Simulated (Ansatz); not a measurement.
Wanted: an ASE script for an Ansatz 0.2.0 run.

| Item | Value |
| --- | --- |
| Task | single point |
| Functional | LC-wPBE |
| Dispersion | D3(BJ) |
| Potentials or basis | Ansatz PAW |
| Cutoff | 420 eV |
| Density cutoff | 1680 eV |
| k mesh | 8 × 8 × 8 |
| Occupations | methfessel-paxton, width 0.1 eV |
| Spin | no spin polarisation |
| Driver | calculator |

The structure of Mg lies in POSCAR:

```
Mg
1.0
   -1.7727644967      1.7727644967      1.7727644967
    1.7727644967     -1.7727644967      1.7727644967
    1.7727644967      1.7727644967     -1.7727644967
Mg
1
Direct
    0.0000000000      0.0000000000      0.0000000000
```

This isn't the form of Mg at room conditions, which is hcp.

One way to write it, as run:

run.py

```python
import json

import ase.io
import numpy as np
from ase.calculators.calculator import CalculationFailed, Calculator
from ase.stress import full_3x3_to_voigt_6_stress
from ase.units import GPa

import ansatz as az

class AnsatzCalculator(Calculator):
    implemented_properties = ["energy", "free_energy", "forces", "stress", "magmom"]

    def calculate(self, atoms, properties, system_changes):
        super().calculate(atoms, properties, system_changes)
        structure = atoms.copy()
        structure.set_constraint()
        structure.set_momenta(None)
        structure.set_masses(None)
        outcome = (
            az.Crystal.from_ase(structure)
            .calculation()
            .basis(xc_grid=2)
            .kpoints(8, 8, 8)
            .functional("lc_wpbe", dispersion="d3bj")
            .pseudopotentials(kind="paw")
            .scf(tolerance=2e-10)
            .occupations(method="methfessel_paxton", width=0.1)
            .forces()
            .stress()
            .run(threads=2)
        )
        if not outcome.report["converged"]:
            raise CalculationFailed("SCF not converged")
        report = outcome.report
        self.results = {
            "free_energy": report["lagrangian_ev"],
            "energy": report["lagrangian_ev"],
            "forces": np.array(report["forces_ev_ang"]),
            "stress": -GPa * full_3x3_to_voigt_6_stress(report["stress_gpa"]),
            "magmom": report["magnetization_mub"],
        }

np.set_printoptions(precision=5, suppress=True, linewidth=110)
atoms = ase.io.read("POSCAR", format="vasp")
atoms.calc = AnsatzCalculator()
print(f"free energy {atoms.get_potential_energy():.6f} eV")
print("forces (eV/A)", atoms.get_forces(), sep="\n")
print("stress (GPa, Voigt, tension positive)", atoms.get_stress() / GPa, sep="\n")
print(f"moment {atoms.get_magnetic_moment():.4f} muB")
```

Potentials or basis: Ansatz PAW.

Launch:

```console
$ python run.py
```

Results of the run:

The pressure is -3.1 GPa. The band gap on the k mesh is none (metal or under the smearing width).

Caveat: the PAW data sets were made with another functional, which shifts forces and pressure a little; pairwise dispersion overbinds metals, which lowers pressure and volume; the thresholds are loose for stress.

Wall time 8.6 s on 2 threads of Intel(R) Xeon(R) 6975P-C (Granite Rapids) (shared host), peak memory 0.95 GiB.
